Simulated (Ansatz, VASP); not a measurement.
**B in VASP and in Ansatz**

The input INCAR:

```
SYSTEM = B
PREC     = Accurate       ! precision mode
ENCUT    = 520            ! plane-wave cutoff, eV
EDIFF    = 1E-6           ! SCF threshold, eV
ISMEAR   = -1             ! smearing method
SIGMA    = 0.1            ! smearing width, eV
LREAL    = .False.        ! projectors in reciprocal space
LASPH    = .True.         ! aspherical terms in the spheres
NELM     = 80             ! most SCF steps
ALGO     = Normal         ! electronic algorithm
ISIF     = 2              ! what is computed and relaxed
LWAVE    = .False.        ! write WAVECAR
LCHARG   = .False.        ! write CHGCAR
GGA      = PS             ! functional
NBANDS   = 10             ! bands
```

Contents of KPOINTS:

```
regular mesh
0
Gamma
  8 8 8
  0 0 0
```

File POSCAR:

```
B
1.0
    0.0000000000      2.0411840000      2.0411840000
    2.0411840000      0.0000000000      2.0411840000
    2.0411840000      2.0411840000      0.0000000000
B
2
Direct
    0.0000000000      0.0000000000      0.0000000000
    0.2500000000      0.2500000000      0.2500000000
```

Input for Ansatz:

```yaml
crystal:
  lattice:
    - [0.0, 2.041184, 2.041184]
    - [2.041184, 0.0, 2.041184]
    - [2.041184, 2.041184, 0.0]
  atoms:
    - { symbol: B, position: [0.0, 0.0, 0.0] }
    - { symbol: B, position: [0.25, 0.25, 0.25] }
  symmetry: { tolerance: 0.0003 }
kpoints:
  mp_grid: { grid: [8, 8, 8], shift: [0, 0, 0] }
magnetization:
  spin_polarized: false
scf:
  occupations: { method: fermi_dirac }
hamiltonian:
  pseudopotentials: { kind: paw }
  xc: pbesol
basis:
  ecutwfc: 420
output:
  forces: true
  stress: true
  eigenvalues: true
```

The cell was built by a generator and needn't be a form met in nature.

Alike in both runs: task single point; functional PBEsol; k mesh 8 × 8 × 8; no spin polarisation.

```csv
,VASP,Ansatz
version,VASP 6.6.1,Ansatz 0.2.0
potentials or method,"VASP PAW PBE potentials, release 64 (B)",PAW plane waves
plane-wave cutoff (eV),520,420
occupations,"fermi-dirac, width 0.1 eV",fermi-dirac
valence electrons in the cell,6,6
```

VASP gave:

```
gap on the k mesh at the Fermi level (eV) : none
pressure (GPa)                            : -6.2
```

Q: Estimate Ansatz's values.

A: gap on the k mesh at the Fermi level (eV): none; pressure (GPa): -6.4.

A gap of «none» marks a metal or a gap that the smearing closes.

Caveats: the PAW data sets were made with another functional, which shifts forces and pressure a little (VASP).
